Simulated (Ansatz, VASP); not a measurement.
ZnO (zincite) in VASP and in Ansatz

```xyz
4
Lattice="3.2794 0.0000 0.0000 -1.6397 2.8401 0.0000 0.0000 0.0000 5.2937" Properties=species:S:1:pos:R:3 pbc="T T T"
Zn    0.0000    1.8934    2.6467
Zn    1.6397    0.9467   -0.0001
O     1.6397    0.9467    2.0065
O     0.0000    1.8934    4.6534
```

Alike in both runs: functional PBE; k mesh 9 × 9 × 6; no spin polarisation.

Ansatz relaxed the structure, and its values are those at the end. VASP's run is a single point on that final structure, the one shown.

|  | VASP | Ansatz |
| --- | --- | --- |
| version | VASP 6.6.1 | Ansatz 0.2.0 |
| potentials or method | VASP PAW PBE potentials, release 64 (Zn, O) | scalar-relativistic, plane waves, PAW |
| plane-wave cutoff (eV) | 520 | 420 |
| occupations | gaussian, width 0.01 eV | fixed |
| valence electrons in the cell | 36 | 36 |

```tsv
	VASP	Ansatz	Ansatz less VASP
gap on the k mesh at the Fermi level (eV)	0.73	0.74	+0.016
least direct gap on the mesh (eV)	0.73	0.74	+0.016
pressure (GPa)	0.9	0.0	-0.90
```
